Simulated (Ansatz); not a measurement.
**W: a listed cell, distorted in several ways**

A set of self-consistent runs on W under random distortions, distortions that keep the symmetry, to map its energy surface near the listed cell.

The COD cell was measured well above room temperature, so it is larger than a cold one.

Method: DFT PBE, scalar-relativistic, plane waves, PAW, in Ansatz 0.2.0.

1 further run of the same task is left out (set aside as unsound or not needed).

**1. Starting point**

Symmetry: Im-3m, No. 229, cubic system. Conventional cell: a = 3.195 Å, b = 3.195 Å, c = 3.195 Å, α = 90.00°, β = 90.00°, γ = 90.00°. Around W (site symmetry m-3m) lie 8 W at 2.77 Å.

As a file:

```xyz
1
Lattice="-1.5973 1.5973 1.5973 1.5973 -1.5973 1.5973 1.5973 1.5973 -1.5973" Properties=species:S:1:pos:R:3 pbc="T T T"
W     0.0000    0.0000    0.0000
```

The structure comes from the Crystallography Open Database.

**2. Random moves and strain, cell strained**

Against the listed cell: strain xx, yy, zz, yz, xz, xy = -4.5, -1.6, -1.1, -2.2, +3.0, +3.0 %.

Input file input.yaml:

```yaml
crystal:
  lattice:
    - [-1.43006269, 1.488012734, 1.49651037]
    - [1.52494231, -1.55816615, 1.661543406]
    - [1.52590069, 1.65400415, -1.566663786]
  atoms:
    - { symbol: W, position: [0.0, 0.0, 0.0] }
basis:
  ecutwfc: 420
kpoints:
  mp_grid: { grid: [16, 16, 16] }
hamiltonian:
  xc: pbe
scf:
  occupations: { method: gaussian, width: 0.1 }
output:
  forces: true
  stress: true
  eigenvalues: true
```

Started as:

```console
$ ansatz run input.yaml --threads 1 --pin off --max-ram 1331MiB --backend cpu --events-out ev --progress --plain --runs-dir out
```

**3. A distortion that keeps the symmetry**

Input file input.yaml:

```yaml
crystal:
  lattice:
    - [-1.669258365, 1.669258365, 1.669258365]
    - [1.669258365, -1.669258365, 1.669258365]
    - [1.669258365, 1.669258365, -1.669258365]
  atoms:
    - { symbol: W, position: [0.0, 0.0, 0.0] }
basis:
  ecutwfc: 420
kpoints:
  mp_grid: { grid: [18, 18, 18] }
hamiltonian:
  xc: pbe
scf:
  occupations: { method: gaussian, width: 0.1 }
output:
  forces: true
  stress: true
  eigenvalues: true
```

What does the calculation give? Wanted: for each run, case; energy; pressure; largest force.

As calculated:

| step | case | energy (meV/atom) | pressure (GPa) | largest force (eV/Å) | gap on the mesh (eV) |
| --- | --- | --- | --- | --- | --- |
| 2 | random moves and strain, cell strained | +0.0 | 25.5 | 0.00 | 0.00 |
| 3 | a distortion that keeps the symmetry | +112.6* | -31.8 | 0.00 | 0.00 |

Energies are counted from step 2, with the smearing taken to zero; a star marks another k mesh, which can shift energies by itself, so starred rows don't rank against the others. A gap of 0.00 means none on the mesh at this level.

**Reading.** With one atom in the cell, moving it shifts the whole crystal, so no force arises from that. The distorted cells of the listed formula and level show no gap on the mesh. Spin-orbit coupling is left out for W.
